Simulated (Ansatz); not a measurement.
## InP: stiffness from a series of strains

```xyz
2
Lattice="0.0000 2.8550 2.8550 2.8550 0.0000 2.8550 2.8550 2.8550 0.0000" Properties=species:S:1:pos:R:3 pbc="T T T"
In    0.0000    0.0000    0.0000
P     2.8550    2.8550    2.8550
```

Atom numbers follow the list: In1, P2.

The geometry is COD entry 1538565, unchecked; take it as a test cell.

No spin–orbit coupling, which matters for the heavy atoms here.

These are results of DFT, PBEsol, all-electron LAPW, scalar-relativistic in Ansatz 0.2.0, not measurements.

The runs use a Γ-centred 11×11×11 k mesh, Fermi–Dirac smearing of 0.03 eV, basis error target 0.25 meV/atom, no spin polarisation.

The strain is applied along the Cartesian axes of the cell as listed (the other components stay zero). Fractional coordinates are held (clamped ions).

σ is the change of stress from the unstrained cell, which is at -8.23 GPa; tension is positive, so slopes are stress–strain coefficients at that pressure. In a metal the k mesh adds noise.

Only quantities that a quadratic follows smoothly over the whole series are listed; rougher ones are left out.

```csv
εzz,σzz (GPa),σxx (GPa)
-0.0300,-3.34,-0.52
-0.0200,-2.10,-0.32
-0.0100,-0.97,-0.16
0.0000,0.00,0.00
0.0100,0.83,0.16
0.0300,2.16,0.43
```

Question: Fit the series and read off the stiffness at zero strain.

Answer: Least-squares fits y = p0 + p1 x + p2 x² to the rows give σzz (GPa): p1 = 91.5, p2 = -650; σxx (GPa): p1 = 15.7, p2 = -54. So C11 = 92 GPa and C12 = 16 GPa, which gives B = (C11 + 2 C12)/3 = 41 GPa.

Question: One run, at εzz = 0.0200, is withheld. Predict its row.

Answer: The fits give 1.57, 0.30; the run gave 1.55, 0.30.
